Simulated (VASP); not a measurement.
# TaH (P6/mmm) in VASP: notebook

Aim: see how the results for TaH move with the level of theory and the settings. Levels: revPBE+D2+U, LDA. Tasks: band structure.

Everything below comes from runs of VASP 6.6.1. Logs are shortened: lines on timing, memory, paths and dates and some standing lists are left out, and cuts for length are marked.

## 1. The structure

Symmetry: P6/mmm, No. 191, hexagonal system. The conventional cell has a = 2.879 Å, b = 2.879 Å, c = 3.655 Å, α = 90.00°, β = 90.00°, γ = 120.00°. Around Ta (site symmetry 6/mmm) lie 2 H at 1.83 Å. H (site symmetry 6/mmm) has 2 Ta at 1.83 Å as nearest neighbours.

The cell was built by a generator and needn't be a form met in nature.

## 2. Band structure, revPBE+D2+U, spin-orbit coupling, no magnetisation

Input file POSCAR:

```
TaH
2.8793
    1.000006946133      0.000000000000      0.000000000000
   -0.500003473066      0.866029937832      0.000000000000
    0.000000000000      0.000000000000      1.269381446879
Ta H
1 1
Direct
    0.0000000000      0.0000000000      0.5000000000
    0.0000000000      0.0000000000      0.0000000000
```

Input file INCAR.step1:

```
ALGO = Normal
EDIFF = 1E-6
ENCUT = 520
GGA = RE
GGA_COMPAT = False
ISIF = 2
ISMEAR = -1
IVDW = 1
LASPH = True
LCHARG = True
LDAU = True
LDAUJ = 1 0
LDAUL = 2 -1
LDAUPRINT = 1
LDAUTYPE = 1
LDAUU = 8 0
LMAXMIX = 4
LORBIT = 11
LREAL = False
LSORBIT = True
LWAVE = False
MAGMOM = 0 0 0 0 0 0
NBANDS = 24
NELM = 80
PREC = Accurate
SIGMA = 0.1
```

Input file KPOINTS.step1:

```
k-points
0
Gamma
  8 8 5
```

Input file INCAR.step2:

```
ALGO = Normal
EDIFF = 1E-6
ENCUT = 520
GGA = RE
GGA_COMPAT = False
ICHARG = 11
ISIF = 2
ISMEAR = 0
IVDW = 1
LASPH = True
LCHARG = False
LDAU = True
LDAUJ = 1 0
LDAUL = 2 -1
LDAUPRINT = 1
LDAUTYPE = 1
LDAUU = 8 0
LMAXMIX = 4
LORBIT = 11
LREAL = False
LSORBIT = True
LWAVE = False
MAGMOM = 0 0 0 0 0 0
NBANDS = 24
NELM = 80
PREC = Accurate
SIGMA = 0.05
```

Input file KPOINTS.step2:

```
path GMKGALHA,LM,KH
15
line-mode
reciprocal
 0.0000000000  0.0000000000  0.0000000000  G
 0.5000000000  0.0000000000  0.0000000000  M

 0.5000000000  0.0000000000  0.0000000000  M
 0.3333333333  0.3333333333  0.0000000000  K

 0.3333333333  0.3333333333  0.0000000000  K
 0.0000000000  0.0000000000  0.0000000000  G

 0.0000000000  0.0000000000  0.0000000000  G
 0.0000000000  0.0000000000  0.5000000000  A

 0.0000000000  0.0000000000  0.5000000000  A
 0.5000000000  0.0000000000  0.5000000000  L

 0.5000000000  0.0000000000  0.5000000000  L
 0.3333333333  0.3333333333  0.5000000000  H

 0.3333333333  0.3333333333  0.5000000000  H
 0.0000000000  0.0000000000  0.5000000000  A

 0.5000000000  0.0000000000  0.5000000000  L
 0.5000000000  0.0000000000  0.0000000000  M

 0.3333333333  0.3333333333  0.0000000000  K
 0.3333333333  0.3333333333  0.5000000000  H
```

Potentials or basis: VASP PAW PBE potentials, release 64 (Ta_pv, H).

Command:

```sh
$ cat potpaw_PBE.64/Ta_pv/POTCAR potpaw_PBE.64/H/POTCAR > POTCAR
$ cp INCAR.step1 INCAR
$ cp KPOINTS.step1 KPOINTS
$ mpirun -np 1 vasp_ncl > vasp.out
$ cp INCAR.step2 INCAR
$ cp KPOINTS.step2 KPOINTS
$ mpirun -np 1 vasp_ncl > vasp.out
```

OUTCAR:

```text
EDIFF = 1E-6
   ENCUT = 520
   GGA = RE
   ICHARG = 11
   ISIF = 2
   ISMEAR = 0
   IVDW = 1
   LASPH = True
   LORBIT = 11
   LREAL = False
   LSORBIT = True
   NELM = 80
   PREC = Accurate
  IVDW =   1

 ion  position               nearest neighbor table
   1  0.000  0.000  0.500-   2 1.83   2 1.83
   2  0.000  0.000  0.000-   1 1.83   1 1.83

  LATTYP: Found a hexagonal cell.
 ALAT       =     2.8793200000
 C/A-ratio  =     1.2693726296

  Lattice vectors:

 A1 = (   2.8793200000,   0.0000000000,   0.0000000000)
 A2 = (  -1.4396600000,   2.4935600000,   0.0000000000)
 A3 = (   0.0000000000,   0.0000000000,   3.6549300000)

Analysis of symmetry for initial positions (statically):
=====================================================================
 Subroutine PRICEL returns:
 Original cell was already a primitive cell.

 Routine SETGRP: Setting up the symmetry group for a
 hexagonal supercell.

 Subroutine GETGRP returns: Found 24 space group operations
 (whereof 24 operations were pure point group operations)
 out of a pool of 24 trial point group operations.

The static configuration has the point symmetry D_6h.

Analysis of symmetry for dynamics (positions and initial velocities):
=====================================================================
 Subroutine PRICEL returns:
 Original cell was already a primitive cell.

 Routine SETGRP: Setting up the symmetry group for a
 hexagonal supercell.

 Subroutine GETGRP returns: Found 24 space group operations
 (whereof 24 operations were pure point group operations)
 out of a pool of 24 trial point group operations.

The dynamic configuration has the point symmetry D_6h.

Analysis of structural, dynamic, and magnetic symmetry:
=====================================================================
 Subroutine PRICEL returns:
 Original cell was already a primitive cell.
[... 868 lines left out ...]
  Direction    XX          YY          ZZ          XY          YZ          ZX
  --------------------------------------------------------------------------------------
  -------------------------------------------------------------------------------------
  Total       1.97918     1.97917    -6.48879     0.00000    -0.00000    -0.00000
  in kB     120.83878   120.83836  -396.17346     0.00000    -0.00000    -0.00000
  external pressure =      -51.50 kB  Pullay stress =        0.00 kB

 VOLUME and BASIS-vectors are now :
 -----------------------------------------------------------------------------
  energy-cutoff  :      520.00
  volume of cell :       26.24
      direct lattice vectors                 reciprocal lattice vectors
     2.879320000  0.000000000  0.000000000     0.347304225  0.200516531  0.000000000
    -1.439660000  2.493560000  0.000000000     0.000000000  0.401033061  0.000000000
     0.000000000  0.000000000  3.654930000     0.000000000  0.000000000  0.273603051

 POSITION                                       TOTAL-FORCE (eV/Angst)
 -----------------------------------------------------------------------------------
      0.00000      0.00000      1.82746        -0.000000      0.000000      0.000000
      0.00000      0.00000      0.00000         0.000000      0.000000      0.000000
 -----------------------------------------------------------------------------------
    total drift:                                0.000000     -0.000000      0.000000

  FREE ENERGIE OF THE ION-ELECTRON SYSTEM (eV)
  ---------------------------------------------------
  free  energy   TOTEN  =       -10.2569126842 eV

  energy  without entropy=      -10.2527826493  energy(sigma->0) =      -10.25484767

 Spin-Orbit-Coupling matrix elements

 Ion:    1  E_soc:     -1.5310428
 l=   1
     0.0000000    -0.2104705    -0.2153594
    -0.2104705     0.0000000    -0.2104705
    -0.2153594    -0.2104705     0.0000000
 l=   2
     0.0000000    -0.0103802     0.0000000    -0.0103803    -0.0540936
    -0.0103802     0.0000000    -0.0154310    -0.0027443    -0.0103802
     0.0000000    -0.0154310     0.0000000    -0.0154311     0.0000000
    -0.0103803    -0.0027443    -0.0154311     0.0000000    -0.0103803
    -0.0540936    -0.0103802     0.0000000    -0.0103803     0.0000000
 l=   3
     0.0000000     0.0000000     0.0000000     0.0000000     0.0000000     0.0000000     0.0000000
     0.0000000     0.0000000     0.0000000     0.0000000     0.0000000     0.0000000     0.0000000
     0.0000000     0.0000000     0.0000000     0.0000000     0.0000000     0.0000000     0.0000000
     0.0000000     0.0000000     0.0000000     0.0000000     0.0000000     0.0000000     0.0000000
     0.0000000     0.0000000     0.0000000     0.0000000     0.0000000     0.0000000     0.0000000
     0.0000000     0.0000000     0.0000000     0.0000000     0.0000000     0.0000000     0.0000000
     0.0000000     0.0000000     0.0000000     0.0000000     0.0000000     0.0000000     0.0000000

 Ion:    2  E_soc:      0.0000006
 l=   1
     0.0000000     0.0000002    -0.0000001
     0.0000002     0.0000000     0.0000002
    -0.0000001     0.0000002     0.0000000
 l=   2
     0.0000000     0.0000000     0.0000000     0.0000000     0.0000000
     0.0000000     0.0000000     0.0000000     0.0000000     0.0000000
     0.0000000     0.0000000     0.0000000     0.0000000     0.0000000
     0.0000000     0.0000000     0.0000000     0.0000000     0.0000000
     0.0000000     0.0000000     0.0000000     0.0000000     0.0000000
 l=   3
     0.0000000     0.0000000     0.0000000     0.0000000     0.0000000     0.0000000     0.0000000
     0.0000000     0.0000000     0.0000000     0.0000000     0.0000000     0.0000000     0.0000000
     0.0000000     0.0000000     0.0000000     0.0000000     0.0000000     0.0000000     0.0000000
     0.0000000     0.0000000     0.0000000     0.0000000     0.0000000     0.0000000     0.0000000
     0.0000000     0.0000000     0.0000000     0.0000000     0.0000000     0.0000000     0.0000000
     0.0000000     0.0000000     0.0000000     0.0000000     0.0000000     0.0000000     0.0000000
     0.0000000     0.0000000     0.0000000     0.0000000     0.0000000     0.0000000     0.0000000

 total charge

# of ion       s       p       d       tot
------------------------------------------
    1        0.397   6.223   1.993   8.614
    2        0.634   0.013   0.000   0.647
--------------------------------------------------
tot          1.032   6.236   1.993   9.261

 magnetization (x)

# of ion       s       p       d       tot
------------------------------------------
    1       -0.000   0.000  -0.000  -0.000
    2       -0.000   0.000   0.000  -0.000
--------------------------------------------------
tot         -0.000   0.000  -0.000  -0.000

 magnetization (y)

# of ion       s       p       d       tot
------------------------------------------
    1       -0.000   0.000   0.000  -0.000
    2        0.000  -0.000   0.000   0.000
--------------------------------------------------
tot         -0.000  -0.000   0.000  -0.000

 magnetization (z)

# of ion       s       p       d       tot
------------------------------------------
    1        0.000  -0.000  -0.000  -0.000
    2        0.000   0.000   0.000   0.000
--------------------------------------------------
tot          0.000  -0.000  -0.000   0.000
```

OSZICAR.step1:

```text
N       E                     dE             d eps       ncg     rms          rms(c)
DAV:   1     0.966642224051E+02    0.96664E+02   -0.63084E+03  1440   0.974E+02
DAV:   2    -0.658867653064E+01   -0.10325E+03   -0.10028E+03  1704   0.301E+02
DAV:   3    -0.930087922927E+01   -0.27122E+01   -0.26872E+01  1840   0.462E+01
DAV:   4    -0.931778967531E+01   -0.16910E-01   -0.16906E-01  1632   0.395E+00
DAV:   5    -0.931796583835E+01   -0.17616E-03   -0.17616E-03  1848   0.380E-01    0.127E+01
DAV:   6    -0.835512538702E+01    0.96284E+00   -0.13318E+00  1736   0.108E+01    0.549E+00
DAV:   7    -0.824420461028E+01    0.11092E+00   -0.74528E-01  1760   0.732E+00    0.117E+00
DAV:   8    -0.825610692632E+01   -0.11902E-01   -0.69318E-02  1800   0.192E+00    0.993E-01
DAV:   9    -0.826280196860E+01   -0.66950E-02   -0.20773E-02  1768   0.102E+00    0.311E-01
DAV:  10    -0.826580695688E+01   -0.30050E-02   -0.56450E-03  1736   0.527E-01    0.103E-01
DAV:  11    -0.826593216984E+01   -0.12521E-03   -0.90950E-04  1808   0.176E-01    0.325E-02
DAV:  12    -0.826594685557E+01   -0.14686E-04   -0.45472E-05  1800   0.458E-02    0.216E-02
DAV:  13    -0.826595183460E+01   -0.49790E-05   -0.10353E-05  1784   0.218E-02    0.803E-03
DAV:  14    -0.826595289637E+01   -0.10618E-05   -0.34976E-06  1592   0.105E-02    0.366E-03
DAV:  15    -0.826595342230E+01   -0.52593E-06   -0.21673E-06  1408   0.993E-03
   1 F= -.10410028E+02 E0= -.10390217E+02  d E =-.396226E-01  mag=     0.0000    -0.0000    -0.0000
```

Wall time 2 min (1 thread of Intel Xeon Platinum 8259CL at 2.50GHz (Skylake/Cascade Lake), shared host); peak memory 0.29 GiB.

What came out:

```yaml
Dispersion_energy_per_atom: -1.072 eV
```

Caveat: the log is that of the step along the path at fixed density, whose energy, stress, charges and moments have no meaning; the PAW data sets were made with another functional, which shifts forces and pressure a little; the U is typed as a test and isn't derived for this compound.

## 3. Band structure, LDA (volume scaled by 0.88)

Input file run.py:

```python
from ase.calculators.vasp import Vasp
from ase.dft.bandgap import bandgap
from ase.io import read

atoms = read('TaH.cif', primitive_cell=True, subtrans_included=False)
calc = Vasp(
    directory='calc',
    xc='lda',
    pp='LDA',
    setups={'base': 'minimal', 'Ta': '_pv', 'H': '_s'},
    prec='Accurate',
    encut=400,
    ediff=1e-06,
    ismear=0,
    sigma=0.05,
    lreal=False,
    lasph=True,
    nelm=80,
    algo='Normal',
    isif=2,
    lwave=False,
    lcharg=True,
    lmaxmix=4,
    kpts=[11, 11, 7],
    gamma=True,
)
atoms.calc = calc

print('energy (eV):', atoms.get_potential_energy())
print('free energy (eV):', atoms.get_potential_energy(force_consistent=True))
efermi = calc.get_fermi_level()
print('Fermi level (eV):', efermi)
path = atoms.cell.bandpath(npoints=40, eps=1e-4)
print('path:', path.path)
calc.set(kpts=path.kpts, reciprocal=True, icharg=11, isym=0, lcharg=False)
calc.calculate(atoms)
print('gap on the path (eV):', bandgap(calc, efermi=efermi)[0])
print('direct gap on the path (eV):', bandgap(calc, efermi=efermi, direct=True)[0])
```

Input file TaH.cif:

```cif
data_TaH
_cell_length_a 2.75920443
_cell_length_b 2.75920443
_cell_length_c 3.50246084
_cell_angle_alpha 90.00000000
_cell_angle_beta 90.00000000
_cell_angle_gamma 120.00000000
_space_group_name_H-M_alt 'P6/mmm'
_space_group_name_Hall '-P 6 2'
_space_group_IT_number 191
loop_
_space_group_symop_operation_xyz
'x,y,z'
'-x,-y,-z'
'x-y,x,z'
'-x+y,-x,-z'
'-y,x-y,z'
'y,-x+y,-z'
'-x,-y,z'
'x,y,-z'
'-x+y,-x,z'
'x-y,x,-z'
'y,-x+y,z'
'-y,x-y,-z'
'-y,-x,-z'
'y,x,z'
'-x,-x+y,-z'
'x,x-y,z'
'-x+y,y,-z'
'x-y,-y,z'
'y,x,-z'
'-y,-x,z'
'x,x-y,-z'
'-x,-x+y,z'
'x-y,-y,-z'
'-x+y,y,z'
loop_
_atom_site_label
_atom_site_type_symbol
_atom_site_symmetry_multiplicity
_atom_site_Wyckoff_symbol
_atom_site_fract_x
_atom_site_fract_y
_atom_site_fract_z
_atom_site_occupancy
Ta1 Ta 1 b 0.0000000000 0.0000000000 0.5000000000 1
H1 H 1 a 0.0000000000 0.0000000000 0.0000000000 1
```

Potentials or basis: VASP PAW LDA potentials, release 64 (Ta_pv, H_s).

Command:

```sh
$ python run.py
```

Wall time 15 s (1 thread of Intel Xeon Platinum 8259CL at 2.50GHz (Skylake/Cascade Lake), shared host); peak memory 0.12 GiB.

It converged, with:

```
Band gap along the path : none (metal or under the smearing width)
```

Levels at the corners of the path, in eV from the Fermi level:
| point | band 3 | band 4 | band 5 | band 6 | band 7 | band 8 | band 9 | band 10 |
| --- | --- | --- | --- | --- | --- | --- | --- | --- |
| Γ | -33.10 | -9.10 | -4.99 | 0.81 | 0.81 | 5.08 | 5.08 | 6.95 |
| M | -33.47 | -6.09 | -3.84 | -0.93 | 1.40 | 3.76 | 7.71 | 10.77 |
| K | -33.77 | -5.54 | -0.68 | -0.68 | 0.57 | 0.57 | 7.85 | 7.85 |
| Γ | -33.10 | -9.10 | -4.99 | 0.81 | 0.81 | 5.08 | 5.08 | 6.95 |
| A | -33.09 | -5.70 | -5.08 | 0.93 | 0.93 | 2.10 | 4.28 | 4.28 |
| L | -33.47 | -3.79 | -3.37 | -1.61 | 2.65 | 3.53 | 4.99 | 7.74 |
| H | -33.95 | -1.62 | -1.62 | -0.97 | 0.13 | 0.13 | 3.63 | 10.01 |
| A | -33.09 | -5.70 | -5.08 | 0.93 | 0.93 | 2.10 | 4.28 | 4.28 |
| L | -33.47 | -3.79 | -3.37 | -1.61 | 2.65 | 3.53 | 4.99 | 7.74 |
| M | -33.47 | -6.09 | -3.84 | -0.93 | 1.40 | 3.76 | 7.71 | 10.77 |
| K | -33.77 | -5.54 | -0.68 | -0.68 | 0.57 | 0.57 | 7.85 | 7.85 |
| H | -33.95 | -1.62 | -1.62 | -0.97 | 0.13 | 0.13 | 3.63 | 10.01 |

Caveat: the log is that of the step along the path at fixed density, whose energy, stress, charges and moments have no meaning; spin-orbit coupling is left out, which moves the levels of the heavy elements.

## 4. For comparison

An earlier run on the cell as given: functional PBE; potentials or basis VASP PAW PBE potentials, release 64 (Ta_pv, H); cutoff 520 eV; k mesh 11 × 11 × 7; occupations fermi-dirac, width 0.05 eV; no spin polarisation.

* Pressure: 0.2 GPa
* Band gap on the k mesh: none (metal or under the smearing width)
